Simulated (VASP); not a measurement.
Wanted: the native input for a VASP 6.6.1 run.

* Task: single point
* Functional: PBE
* Potentials or basis: VASP PAW PBE potentials, release 64 (Cd_GW, S_GW)
* Cutoff: 550 eV
* k mesh: 8 × 8 × 8
* Occupations: gaussian, width 0.02 eV
* Spin: no spin polarisation
* Further INCAR settings: ALGO = Normal; EDIFF = 1e-07; NBANDS = 16

The structure of CdS (Hawleyite) lies in POSCAR:

```
CdS
1.0
    0.0000000000      2.9165000000      2.9165000000
    2.9165000000      0.0000000000      2.9165000000
    2.9165000000      2.9165000000      0.0000000000
Cd S
1 1
Cartesian
    0.0000000000      0.0000000000      0.0000000000
    4.3747500000      4.3747500000      4.3747500000
```

One way to write it, as run:

INCAR

```
PREC = Accurate
ENCUT = 550
EDIFF = 1E-7
ISMEAR = 0
SIGMA = 0.02
LREAL = F
LASPH = T
NELM = 80
ALGO = Normal
ISIF = 2
LWAVE = F
LCHARG = F
GGA = PE
NBANDS = 16
```

KPOINTS

```
Automatic mesh
0
Gamma
  8 8 8
```

Potentials or basis: VASP PAW PBE potentials, release 64 (Cd_GW, S_GW).

The run is started by

```sh
$ cat potpaw_PBE.64/Cd_GW/POTCAR potpaw_PBE.64/S_GW/POTCAR > POTCAR
$ mpirun -np 1 vasp_std > vasp.out
```

It gave:

| Item | Value |
| --- | --- |
| Pressure | 2.8 GPa |
| Band gap on the k mesh | 1.14 eV, direct |

It took 18 s on 1 thread of Intel(R) Xeon(R) Platinum 8488C (Sapphire Rapids), with other jobs on the host, peak memory 0.19 GiB.
